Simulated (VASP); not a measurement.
# Hf in VASP: further runs

One slab, Hf, is run at these levels: PBE+U; tasks: single point.

All numbers are computed with VASP 6.6.1; they aren't measurements. Logs are shortened: lines on timing, memory, paths and dates and some standing lists are left out, and cuts for length are marked.

**1. The structure**

The cell holds a slab with vacuum, 7 atoms: a = 3.197 Å, b = 3.197 Å, c = 30.173 Å, α = 90.00°, β = 90.00°, γ = 120.00°.

The slab is cut from a database's or a generator's crystal, which needn't be the stable form of the element.

**2. Single point, PBE+U**

File INCAR:

```
  ALGO = Fast
  DIPOL = 0.5 0.5 0.500
  EDIFF = 1E-6
  ENCUT = 520
  GGA = PE
  IDIPOL = 3
  ISIF = 2
  ISMEAR = -1
  LASPH = T
  LCHARG = T
  LDAU = T
  LDAUJ = 0
  LDAUL = 2
  LDAUPRINT = 1
  LDAUTYPE = 2
  LDAUU = 6
  LDIPOL = T
  LELF = T
  LMAXMIX = 4
  LREAL = F
  LVACPOTAV = T
  LVHAR = T
  LWAVE = F
  NELM = 60
  PREC = Accurate
  SIGMA = 0.05
```

File KPOINTS:

```
k-points
0
Gamma
  7 7 1
```

File POSCAR:

```
Hf
1.0
    3.1966985242      0.0000000000      0.0000000000
   -1.5983492621      2.7684221302      0.0000000000
    0.0000000000      0.0000000000     30.1734000000
Hf
7
Direct
    0.6666666667      0.3333333334      0.2485633041
    0.3333333333      0.6666666666      0.3323755361
    0.6666666667      0.3333333334      0.4161877680
    0.3333333333      0.6666666666      0.5000000000
    0.6666666667      0.3333333334      0.5838122320
    0.3333333333      0.6666666666      0.6676244639
    0.6666666667      0.3333333334      0.7514366959
```

Potentials or basis: VASP PAW PBE potentials, release 64 (Hf_pv).

Started as:

```
$ cat potpaw_PBE.64/Hf_pv/POTCAR > POTCAR
$ mpirun -np 1 vasp_std > vasp.out
```

OUTCAR:

```text
EDIFF = 1E-6
   ENCUT = 520
   GGA = PE
   ISIF = 2
   ISMEAR = -1
   LASPH = T
   LREAL = F
   NELM = 60
   PREC = Accurate

 ion  position               nearest neighbor table
   1  0.667  0.333  0.249-   2 3.13   2 3.13   2 3.13
   2  0.333  0.667  0.332-   3 3.13   3 3.13   3 3.13   1 3.13   1 3.13   1 3.13
   3  0.667  0.333  0.416-   2 3.13   2 3.13   2 3.13   4 3.13   4 3.13   4 3.13
   4  0.333  0.667  0.500-   3 3.13   5 3.13   3 3.13   5 3.13   3 3.13   5 3.13
   5  0.667  0.333  0.584-   6 3.13   6 3.13   6 3.13   4 3.13   4 3.13   4 3.13
   6  0.333  0.667  0.668-   5 3.13   5 3.13   5 3.13   7 3.13   7 3.13   7 3.13
   7  0.667  0.333  0.751-   6 3.13   6 3.13   6 3.13

  LATTYP: Found a hexagonal cell.
 ALAT       =     3.1966985242
 C/A-ratio  =     9.4389257453

  Lattice vectors:

 A1 = (   3.1966985242,   0.0000000000,   0.0000000000)
 A2 = (  -1.5983492621,   2.7684221302,   0.0000000000)
 A3 = (   0.0000000000,   0.0000000000,  30.1734000000)

Analysis of symmetry for initial positions (statically):
=====================================================================
 Subroutine PRICEL returns:
 Original cell was already a primitive cell.

 Routine SETGRP: Setting up the symmetry group for a
 hexagonal supercell.

 Subroutine GETGRP returns: Found 12 space group operations
 (whereof 12 operations were pure point group operations)
 out of a pool of 24 trial point group operations.

The static configuration has the point symmetry D_3h.

Analysis of symmetry for dynamics (positions and initial velocities):
=====================================================================
 Subroutine PRICEL returns:
 Original cell was already a primitive cell.

 Routine SETGRP: Setting up the symmetry group for a
 hexagonal supercell.

 Subroutine GETGRP returns: Found 12 space group operations
 (whereof 12 operations were pure point group operations)
 out of a pool of 24 trial point group operations.

The dynamic configuration has the point symmetry D_3h.

 Subroutine INISYM returns: Found 12 space group operations
 (whereof 12 operations are pure point group operations),
 and found     1 'primitive' translations

----------------------------------------------------------------------------------------

                                     Primitive cell

  volume of cell :     267.0289

  direct lattice vectors                    reciprocal lattice vectors
     3.196698524  0.000000000  0.000000000     0.312822743  0.180608295  0.000000000
    -1.598349262  2.768422130  0.000000000     0.000000000  0.361216589  0.000000000
     0.000000000  0.000000000 30.173400000     0.000000000  0.000000000  0.033141774

  length of vectors
     3.196698524  3.196698524 30.173400000     0.361216589  0.361216589  0.033141774

  position of ions in fractional coordinates (direct lattice)
     0.666666667  0.333333333  0.248563304
     0.333333333  0.666666667  0.332375536
     0.666666667  0.333333333  0.416187768
     0.333333333  0.666666667  0.500000000
     0.666666667  0.333333333  0.583812232
     0.333333333  0.666666667  0.667624464
     0.666666667  0.333333333  0.751436696

  ion indices of the primitive-cell ions
   primitive index   ion index
                 1           1
                 2           2
                 3           3
                 4           4
                 5           5
                 6           6
                 7           7

----------------------------------------------------------------------------------------

 KPOINTS: k-points

Automatic generation of k-mesh.
 Grid dimensions read from file:
 generate k-points for:    7    7    1
[... 36 lines left out ...]
   NGXF,Y,Z  is equivalent  to a cutoff of  24.96, 24.96, 24.68 a.u.
 SYSTEM =  unknown system
   PREC   = accura    normal or accurate (medium, high low for compatibility)
   ISTART =      0    job   : 0-new  1-cont  2-samecut
   ICHARG =      2    charge: 1-file 2-atom 10-const
   ISPIN  =      1    spin polarized calculation?
   LNONCOLLINEAR =      F non collinear calculations
   LSORBIT =      F    spin-orbit coupling
   LASPH  =      T    aspherical Exc in radial PAW
   ENCUT  =  520.0 eV  38.22 Ry    6.18 a.u.   5.94  5.94 56.10*2*pi/ulx,y,z
   NELM   =     60;   NELMIN=  2; NELMDL= -5     # of ELM steps
   EDIFF  = 0.1E-05   stopping-criterion for ELM
   LREAL  =      F    real-space projection
   EDIFFG = 0.1E-04   stopping-criterion for IOM
   NSW    =      0    number of steps for IOM
   IBRION =     -1    ionic relax: 0-MD 1-quasi-New 2-CG
   NFREE  =      0    steps in history (QN), initial steepest desc. (CG)
   ISIF   =      2    stress and relaxation
   ISYM   =      2    0-nonsym 1-usesym 2-fastsym
   POTIM  = 0.5000    time-step for ionic-motion
   TEBEG  =    0.0;   TEEND  =   0.0 temperature during run
   PSTRESS=    0.0 pullay stress
   NELECT =      70.0000    total number of electrons
   NUPDOWN=      -1.0000    fix difference up-down
   EMIN   =  10.00;   EMAX   =-10.00  energy-range for DOS
   EFERMI =   0.00;   METHOD = LEGACY
   ISMEAR =    -1;   SIGMA  =   0.05  broadening in eV -4-tet -1-fermi 0-gaus
   EFERMI_NEDOS =   21; number of points for ismear=-14 and -15
   IALGO  =     68    algorithm
   IMIX   =      4    mixing-type and parameters
     AMIX     =   0.40;   BMIX     =  1.00
     AMIX_MAG =   1.60;   BMIX_MAG =  1.00
  volume/ion in A,a.u.               =      38.15       257.43
  Fermi-wavevector in a.u.,A,eV,Ry     =   1.047743  1.979947 14.936005  1.097765
  Thomas-Fermi vector in A             =   2.182636
   LORBIT       =      0    0 simple, 1 ext, 2 COOP (PROOUT), +10 PAW based schemes
 LDA+U is selected, type is set to LDAUTYPE =  2
   angular momentum for each species LDAUL =     2
   U (eV)           for each species LDAUU =   6.0
   J (eV)           for each species LDAUJ =   0.0
   GGA     = PE    functional components
   LHFCALC =     F    Hartree Fock is set to
   AEXX    =    0.0000 exact exchange contribution
   IVDW    =     0    specifies the selected vdW correction
   LEPSILON=     F    determine dielectric tensor
   LRPA    =     F    only Hartree local field effects (RPA)
 non-spin polarized calculation
 RMM-DIIS sequential band-by-band and
  energy-cutoff  :      520.00
  volume of cell :      267.03
 maximum number of plane-waves:      7223
 NGX is ok and might be reduce to    24
   NGX = 11   NGY = 11   NGZ =113

 dipolmoment           0.000000      0.000000      0.000000 electrons x Angstroem

atom =   1  type =  1  l = 2

 onsite density matrix

spin component  1
[... 215 lines left out ...]
  o =  0.0890  v =  0.0000 -0.0000  1.0000 -0.0000 -0.0000  0.0000  0.0000  0.0000  0.0000  0.0000      0.0000  0.0000  0.0000  0.0000  0.0000  0.0000  0.0000  0.0000  0.0000  0.0000
  o =  0.0890  v =  0.0000  0.0000  0.0000  0.0000  0.0000  0.0000 -0.0000  1.0000 -0.0000 -0.0000      0.0000  0.0000  0.0000  0.0000  0.0000  0.0000  0.0000  0.0000  0.0000  0.0000
  o =  0.0911  v =  0.0000  0.0000  0.0000  0.0000  0.0000 -0.4910  0.0000 -0.0000 -0.8712  0.0000      0.0000  0.0000  0.0000  0.0000  0.0000  0.0000  0.0000  0.0000  0.0000  0.0000
  o =  0.0911  v = -0.4910  0.0000 -0.0000 -0.8712  0.0000  0.0000  0.0000  0.0000  0.0000  0.0000      0.0000  0.0000  0.0000  0.0000  0.0000  0.0000  0.0000  0.0000  0.0000  0.0000
  o =  0.0911  v =  0.0000  0.8712  0.0000  0.0000  0.4910  0.0000  0.0000  0.0000  0.0000  0.0000      0.0000  0.0000  0.0000  0.0000  0.0000  0.0000  0.0000  0.0000  0.0000  0.0000
  o =  0.0911  v =  0.0000  0.0000  0.0000  0.0000  0.0000  0.0000  0.8712  0.0000  0.0000  0.4910      0.0000  0.0000  0.0000  0.0000  0.0000  0.0000  0.0000  0.0000  0.0000  0.0000
  o =  0.1672  v = -0.8712  0.0000  0.0000  0.4910 -0.0000  0.0000  0.0000  0.0000  0.0000  0.0000      0.0000  0.0000  0.0000  0.0000  0.0000  0.0000  0.0000  0.0000  0.0000  0.0000
  o =  0.1672  v =  0.0000  0.0000  0.0000  0.0000  0.0000 -0.8712  0.0000  0.0000  0.4910 -0.0000      0.0000  0.0000  0.0000  0.0000  0.0000  0.0000  0.0000  0.0000  0.0000  0.0000
  o =  0.1672  v =  0.0000 -0.4910  0.0000  0.0000  0.8712  0.0000  0.0000  0.0000  0.0000  0.0000      0.0000  0.0000  0.0000  0.0000  0.0000  0.0000  0.0000  0.0000  0.0000  0.0000
  o =  0.1672  v =  0.0000  0.0000  0.0000  0.0000  0.0000  0.0000 -0.4910  0.0000  0.0000  0.8712      0.0000  0.0000  0.0000  0.0000  0.0000  0.0000  0.0000  0.0000  0.0000  0.0000

 number of electron      70.0000014 magnetization

 dipolmoment           0.000000      0.000000     -0.000000 electrons x Angstroem

 Free energy of the ion-electron system (eV)
  ---------------------------------------------------
  ext. energy  EPLUGINS =         0.00000000
  ---------------------------------------------------
  free energy    TOTEN  =       -42.07221216 eV

  energy without entropy =      -42.01339807  energy(sigma->0) =      -42.04280512

 E-fermi :   1.6755     XC(G=0):  -7.3833

 val. band max:        1.6736903689   @ k =   0.2857   0.2857   0.0000
 cond. band min:       1.6958324162   @ k =   0.1429   0.1429   0.0000
 fundamental gap:      0.0221420473
 Fermi energy:         1.6754957146

 k-point     1 :       0.0000    0.0000    0.0000
  band No.  band energies     occupation
      1     -30.9126      2.00000
      2     -30.9078      2.00000
      3     -30.7375      2.00000
      4     -30.5331      2.00000
      5     -30.3603      2.00000
      6     -30.3603      2.00000
[... 349 lines left out ...]
     41       2.1648      0.00011
     42       2.6624      0.00000

------------------------ aborting loop because EDIFF is reached ----------------------------------------

  FORCE on cell =-STRESS in cart. coord.  units (eV):
  Direction    XX          YY          ZZ          XY          YZ          ZX
  --------------------------------------------------------------------------------------
  -------------------------------------------------------------------------------------
  Total       17.3577781     17.3577781     15.7035215      0.0000000      0.0000000      0.0000000
  in kB      104.1469296    104.1469296     94.2213654      0.0000000      0.0000000      0.0000000
  external PRESSURE =     100.8384082 kB  Pullay stress =       0.0000000 kB

 VOLUME and BASIS-vectors are now :
 -----------------------------------------------------------------------------
  energy-cutoff  :      520.00
  volume of cell :      267.03
      direct lattice vectors                 reciprocal lattice vectors
     3.196698524  0.000000000  0.000000000     0.312822743  0.180608295  0.000000000
    -1.598349262  2.768422130  0.000000000     0.000000000  0.361216589  0.000000000
     0.000000000  0.000000000 30.173400000     0.000000000  0.000000000  0.033141774

 POSITION                                       TOTAL-FORCE (eV/Angst)
 -----------------------------------------------------------------------------------
      1.59835      0.92281      7.50000        -0.000000     -0.000000     -0.776006
     -0.00000      1.84561     10.02890        -0.000000      0.000000     -0.462653
      1.59835      0.92281     12.55780         0.000000      0.000000      0.124365
     -0.00000      1.84561     15.08670         0.000000     -0.000000      0.000000
      1.59835      0.92281     17.61560         0.000000     -0.000000     -0.124365
     -0.00000      1.84561     20.14450        -0.000000      0.000000      0.462653
      1.59835      0.92281     22.67340        -0.000000      0.000000      0.776006
 -----------------------------------------------------------------------------------
    total drift:                               -0.000000     -0.000000     -0.000000

  FREE ENERGIE OF THE ION-ELECTRON SYSTEM (eV)
  ---------------------------------------------------
  free  energy   TOTEN  =       -42.0722121647 eV

  energy  without entropy=      -42.0133980724  energy(sigma->0) =      -42.04280512

 vacuum level on the upper side and lower side of the slab         6.213         6.213
```

It took 2.6 min on 1 thread of Intel Xeon 6975P-C (Granite Rapids), shared host; peak memory 0.38 GiB.

Results:

```
Free energy                     : -42.0722 eV
Largest force                   : 0.776 eV/Å
Band gap on the k mesh          : none (metal or under the smearing width)
Work function of the upper face : 4.54 eV
Work function of the lower face : 4.54 eV
```

Forces in eV/Å, atoms in the order of the input:
```
Hf   0.000  0.000 -0.776
Hf   0.000  0.000 -0.463
Hf   0.000  0.000  0.124
Hf   0.000  0.000  0.000
Hf   0.000  0.000 -0.124
Hf   0.000  0.000  0.463
Hf   0.000  0.000  0.776
```

Levels at points of the mesh, in eV from the Fermi level:
```tsv
k point	band 30	band 31	band 32	band 33	band 34	band 35	band 36	band 37	band 38	band 39
(0.00, 0.00, 0.00)	-0.27	-0.21	-0.07	0.36	0.92	1.48	1.54	1.55	1.58	1.58
```

Eigenvalues of the final occupation matrices:
```
    site  spin  trace               eigenvalues
site 1 d     1   0.61  0.09 0.09 0.09 0.17 0.17
site 1 d     2   0.61  0.09 0.09 0.09 0.17 0.17
site 2 d     1   0.65  0.11 0.11 0.14 0.14 0.16
site 2 d     2   0.65  0.11 0.11 0.14 0.14 0.16
site 3 d     1   0.65  0.11 0.11 0.14 0.14 0.15
site 3 d     2   0.65  0.11 0.11 0.14 0.14 0.15
site 4 d     1   0.66  0.11 0.11 0.14 0.14 0.16
site 4 d     2   0.66  0.11 0.11 0.14 0.14 0.16
site 5 d     1   0.65  0.11 0.11 0.14 0.14 0.15
site 5 d     2   0.65  0.11 0.11 0.14 0.14 0.15
site 6 d     1   0.65  0.11 0.11 0.14 0.14 0.16
site 6 d     2   0.65  0.11 0.11 0.14 0.14 0.16
```

Caveat: U without spin polarisation on a metal has little footing; the U is typed as a test and isn't derived for this compound.

**3. Single point, PBE+U**

Edit INCAR of step 2 so:

```diff
@@ -15,3 +15,3 @@
   LDAUTYPE = 2
-  LDAUU = 6
+  LDAUU = 8
   LDIPOL = T
```

KPOINTS is that of step 2.

POSCAR is that of step 2.

Potentials or basis: VASP PAW PBE potentials, release 64 (Hf_pv).

Started as:

```
$ cat potpaw_PBE.64/Hf_pv/POTCAR > POTCAR
$ mpirun -np 1 vasp_std > vasp.out
```

Wall time 2.6 min (1 thread of Intel Xeon 6975P-C (Granite Rapids), shared host); peak memory 0.38 GiB.

The run converged. Its results:

```yaml
Free_energy: -34.5556 eV
Largest_force: 1.283 eV/Å
Band_gap_on_the_k_mesh: none (metal or under the smearing width)
Work_function_of_the_upper_face: 4.52 eV
Work_function_of_the_lower_face: 4.52 eV
```

Forces on the atoms (eV/Å):
```
Hf   0.000  0.000 -1.283
Hf   0.000  0.000 -0.324
Hf   0.000  0.000  0.099
Hf   0.000  0.000  0.000
Hf   0.000  0.000 -0.099
Hf   0.000  0.000  0.324
Hf   0.000  0.000  1.283
```

Levels at points of the mesh, in eV from the Fermi level:
```
           k point  band 30  band 31  band 32  band 33  band 34  band 35  band 36  band 37  band 38  band 39
(0.00, 0.00, 0.00)    -0.49    -0.36    -0.07     0.44     1.04     1.63     1.74     1.74     1.77     1.77
```

Eigenvalues of the final occupation matrices:
```tsv
site	spin	trace	eigenvalues
site 1 d	1	0.56	0.08 0.08 0.08 0.16 0.16
site 1 d	2	0.56	0.08 0.08 0.08 0.16 0.16
site 2 d	1	0.61	0.10 0.10 0.13 0.13 0.15
site 2 d	2	0.61	0.10 0.10 0.13 0.13 0.15
site 3 d	1	0.61	0.10 0.10 0.13 0.13 0.14
site 3 d	2	0.61	0.10 0.10 0.13 0.13 0.14
site 4 d	1	0.61	0.10 0.10 0.13 0.13 0.15
site 4 d	2	0.61	0.10 0.10 0.13 0.13 0.15
site 5 d	1	0.61	0.10 0.10 0.13 0.13 0.14
site 5 d	2	0.61	0.10 0.10 0.13 0.13 0.14
site 6 d	1	0.61	0.10 0.10 0.13 0.13 0.15
site 6 d	2	0.61	0.10 0.10 0.13 0.13 0.15
```

Caveat: U without spin polarisation on a metal has little footing; the U is typed as a test and isn't derived for this compound.
